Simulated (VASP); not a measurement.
# CNH₅: harmonic vibrations of a molecule, by functional

CNH₅, molecule in box, 7 atoms in the cell.

| Functional | Zero-point energy (eV) | Vibrational entropy at 298 K (meV/K) | Displaced cells | Ionic steps, all stages | Electronic steps, all stages |
|---|---|---|---|---|---|
| PBE | 1.693 | 0.087 | 42 | 63 | 1065 |
| r2SCAN | 1.736 | 0.081 | 42 | 61 | 1337 |

## Input of the first row

INCAR.step1:
```
SYSTEM = H5CN
ALGO     = Normal         ! electronic algorithm
EDIFF    = 1E-8           ! SCF threshold, eV
EDIFFG   = -0.002         ! ionic threshold
ENCUT    = 400            ! plane-wave cutoff, eV
IBRION   = 2              ! ionic algorithm
ISIF     = 2              ! what is computed and relaxed
ISMEAR   = 0              ! smearing method
ISYM     = 0            
LASPH    = .TRUE.         ! aspherical terms in the spheres
LCHARG   = .FALSE.        ! write CHGCAR
LREAL    = .FALSE.        ! projectors in reciprocal space
LWAVE    = .FALSE.        ! write WAVECAR
NELM     = 100            ! most SCF steps
NSW      = 60             ! ionic steps
POTIM    = 0.5            ! step
PREC     = Accurate       ! precision mode
SIGMA    = 0.01           ! smearing width, eV
```

INCAR.step2, as INCAR.step1 but for:
```
- EDIFFG = -0.002
- IBRION = 2
- ISIF = 2
- NSW = 60
- POTIM = 0.5
+ IBRION = 5
+ NFREE = 2
+ NSW = 1
+ POTIM = 0.015
```

KPOINTS:
```
k-points
0
Gamma
  1 1 1
```

POSCAR.step1:
```
H5CN
1.0
   12.0000000000      0.0000000000      0.0000000000
    0.0000000000     11.0000000000      0.0000000000
    0.0000000000      0.0000000000     12.0000000000
C N H
1 1 5
Direct
    0.4492041700      0.4843545500      0.4870666700
    0.5554875000      0.5324727300      0.5247333300
    0.4066541700      0.4236272700      0.5461500000
    0.4614208300      0.4341454500      0.4094833300
    0.3928125000      0.5596000000      0.4684000000
    0.6093541700      0.4641545500      0.5416500000
    0.5458791700      0.5801909100      0.5961833300
```

Commands (each step's output is kept before the next begins):
```
cat potpaw_PBE.64/C/POTCAR potpaw_PBE.64/N/POTCAR potpaw_PBE.64/H/POTCAR > POTCAR
cp INCAR.step1 INCAR
cp POSCAR.step1 POSCAR
mpirun -np 4 vasp_gam > vasp.out
cp CONTCAR POSCAR
cp INCAR.step2 INCAR
mpirun -np 4 vasp_gam > vasp.out
```

Changes of the last row against the first:
```
(all steps)
+ METAGGA = R2SCAN
+ LMIXTAU = True
```

VASP 6.6.1 took 1109 s on 4 cores (Intel Xeon Platinum 8259CL @ 2.50GHz (Skylake/Cascade Lake)), a shared host.
